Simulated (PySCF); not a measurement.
# Atomic charges against the basis set

C6H7N.
Cartesian coordinates in Å at the PBE0-D3(BJ)/def2-SVP level; atoms count from 1:
```xyz
14
C6H7N angstrom
N      2.3383   -0.2076    0.1629
C      0.9676   -0.0848    0.0524
C      0.3092    1.0811    0.4808
C     -1.0763    1.1801    0.4113
C     -1.8453    0.1275   -0.0846
C     -1.1987   -1.0320   -0.5120
C      0.1863   -1.1415   -0.4468
H      2.7768   -0.9029   -0.4260
H      2.8639    0.6542    0.2218
H      0.8979    1.9140    0.8754
H     -1.5618    2.0990    0.7504
H     -2.9325    0.2099   -0.1383
H     -1.7811   -1.8691   -0.9059
H      0.6783   -2.0586   -0.7829
```

PBE0 throughout (PySCF), one geometry, spherical d and f functions. Geometry: PBE0-D3(BJ)/def2-SVP; no solvent, vibrations or thermal averaging. Atoms taken as equivalent share a column and are averaged. The first 7 of 9 kinds of atom are listed.

Mulliken charges (e):

```tsv
basis	functions	N1	C2	C3/C7	C4/C6	C5	H8/H9	H10/H14
STO-3G	42	-0.397	+0.083	-0.108	-0.085	-0.104	+0.209	+0.073
pcSseg-0	77	-0.747	+0.075	-0.187	-0.244	-0.243	+0.324	+0.218
6-31G	77	-0.810	+0.236	-0.164	-0.184	-0.171	+0.321	+0.155
6-31G*	112	-0.844	+0.311	-0.214	-0.174	-0.184	+0.347	+0.155
cc-pVDZ	133	-0.153	-0.013	-0.001	+0.008	-0.021	+0.098	-0.010
def2-SVP	133	-0.146	+0.039	-0.046	-0.025	-0.030	+0.124	-0.006
pcSseg-1	154	-0.420	+0.051	-0.085	-0.089	-0.101	+0.183	+0.089
aug-cc-pVDZ	224	-0.220	+0.724	+0.608	+0.643	+0.323	-0.055	-0.729
6-311+G(2d,p)	231	-0.518	+0.370	-0.192	-0.128	-0.178	+0.235	+0.091
def2-TZVP	259	-0.454	+0.301	-0.258	-0.089	-0.166	+0.237	+0.101
cc-pVTZ	308	-0.274	+0.143	-0.148	-0.113	-0.149	+0.145	+0.089
IGLO-III	315	-0.456	+0.239	-0.145	-0.091	-0.137	+0.208	+0.071
```

IAO charges (e):

```json
{"basis": "STO-3G", "functions": "42", "N1": "-0.386", "C2": "+0.060", "C3/C7": "-0.173", "C4/C6": "-0.136", "C5": "-0.163", "H8/H9": "+0.222", "H10/H14": "+0.128"}
{"basis": "pcSseg-0", "functions": "77", "N1": "-0.470", "C2": "+0.105", "C3/C7": "-0.202", "C4/C6": "-0.140", "C5": "-0.187", "H8/H9": "+0.258", "H10/H14": "+0.139"}
{"basis": "6-31G", "functions": "77", "N1": "-0.508", "C2": "+0.116", "C3/C7": "-0.203", "C4/C6": "-0.141", "C5": "-0.186", "H8/H9": "+0.268", "H10/H14": "+0.141"}
{"basis": "6-31G*", "functions": "112", "N1": "-0.507", "C2": "+0.129", "C3/C7": "-0.199", "C4/C6": "-0.134", "C5": "-0.182", "H8/H9": "+0.264", "H10/H14": "+0.134"}
{"basis": "cc-pVDZ", "functions": "133", "N1": "-0.501", "C2": "+0.131", "C3/C7": "-0.204", "C4/C6": "-0.136", "C5": "-0.187", "H8/H9": "+0.264", "H10/H14": "+0.136"}
{"basis": "def2-SVP", "functions": "133", "N1": "-0.489", "C2": "+0.127", "C3/C7": "-0.201", "C4/C6": "-0.133", "C5": "-0.184", "H8/H9": "+0.260", "H10/H14": "+0.133"}
{"basis": "pcSseg-1", "functions": "154", "N1": "-0.505", "C2": "+0.127", "C3/C7": "-0.205", "C4/C6": "-0.138", "C5": "-0.188", "H8/H9": "+0.265", "H10/H14": "+0.139"}
{"basis": "aug-cc-pVDZ", "functions": "224", "N1": "-0.532", "C2": "+0.130", "C3/C7": "-0.207", "C4/C6": "-0.141", "C5": "-0.191", "H8/H9": "+0.275", "H10/H14": "+0.142"}
{"basis": "6-311+G(2d,p)", "functions": "231", "N1": "-0.533", "C2": "+0.130", "C3/C7": "-0.206", "C4/C6": "-0.140", "C5": "-0.190", "H8/H9": "+0.275", "H10/H14": "+0.141"}
{"basis": "def2-TZVP", "functions": "259", "N1": "-0.528", "C2": "+0.132", "C3/C7": "-0.206", "C4/C6": "-0.140", "C5": "-0.190", "H8/H9": "+0.273", "H10/H14": "+0.141"}
{"basis": "cc-pVTZ", "functions": "308", "N1": "-0.524", "C2": "+0.132", "C3/C7": "-0.207", "C4/C6": "-0.140", "C5": "-0.191", "H8/H9": "+0.273", "H10/H14": "+0.141"}
{"basis": "IGLO-III", "functions": "315", "N1": "-0.533", "C2": "+0.131", "C3/C7": "-0.207", "C4/C6": "-0.141", "C5": "-0.191", "H8/H9": "+0.275", "H10/H14": "+0.142"}
```

Task: Which scheme is steadiest as the basis changes?

Result: Largest range over the bases for any column: IAO 0.15 e, Mulliken 0.95 e. IAO charges move least and Mulliken charges most, counted in e. Without the minimal STO-3G basis the ranges are IAO 0.06, Mulliken 0.95 e.

Task: How much do the charges still move between the two largest bases, cc-pVTZ and IGLO-III?

Result: At most, over all atoms: Mulliken 0.182 e, IAO 0.008 e.

Task: What do the same runs give for the total energy, the frontier levels and the dipole moment?

Result: 
```json
{"basis": "STO-3G", "energy (Eh)": "-283.7319", "HOMO (eV)": "-3.60", "LUMO (eV)": "3.17", "μ (D)": "1.95"}
{"basis": "pcSseg-0", "energy (Eh)": "-286.6241", "HOMO (eV)": "-5.82", "LUMO (eV)": "0.15", "μ (D)": "1.97"}
{"basis": "6-31G", "energy (Eh)": "-287.1925", "HOMO (eV)": "-5.56", "LUMO (eV)": "0.47", "μ (D)": "1.92"}
{"basis": "6-31G*", "energy (Eh)": "-287.2546", "HOMO (eV)": "-5.56", "LUMO (eV)": "0.44", "μ (D)": "1.84"}
{"basis": "cc-pVDZ", "energy (Eh)": "-287.2844", "HOMO (eV)": "-5.68", "LUMO (eV)": "0.22", "μ (D)": "1.90"}
{"basis": "def2-SVP", "energy (Eh)": "-287.0616", "HOMO (eV)": "-5.76", "LUMO (eV)": "0.14", "μ (D)": "1.90"}
{"basis": "pcSseg-1", "energy (Eh)": "-287.2283", "HOMO (eV)": "-5.88", "LUMO (eV)": "-0.02", "μ (D)": "1.83"}
{"basis": "aug-cc-pVDZ", "energy (Eh)": "-287.3013", "HOMO (eV)": "-5.90", "LUMO (eV)": "-0.18", "μ (D)": "1.70"}
{"basis": "6-311+G(2d,p)", "energy (Eh)": "-287.3435", "HOMO (eV)": "-5.90", "LUMO (eV)": "-0.13", "μ (D)": "1.73"}
{"basis": "def2-TZVP", "energy (Eh)": "-287.3666", "HOMO (eV)": "-5.87", "LUMO (eV)": "-0.05", "μ (D)": "1.78"}
{"basis": "cc-pVTZ", "energy (Eh)": "-287.3604", "HOMO (eV)": "-5.83", "LUMO (eV)": "0.01", "μ (D)": "1.79"}
{"basis": "IGLO-III", "energy (Eh)": "-287.3734", "HOMO (eV)": "-5.90", "LUMO (eV)": "-0.13", "μ (D)": "1.73"}
```

The dipole is fixed by the density alone, so its range of 0.27 D shows that the density itself changes with the basis, not only its division among atoms.
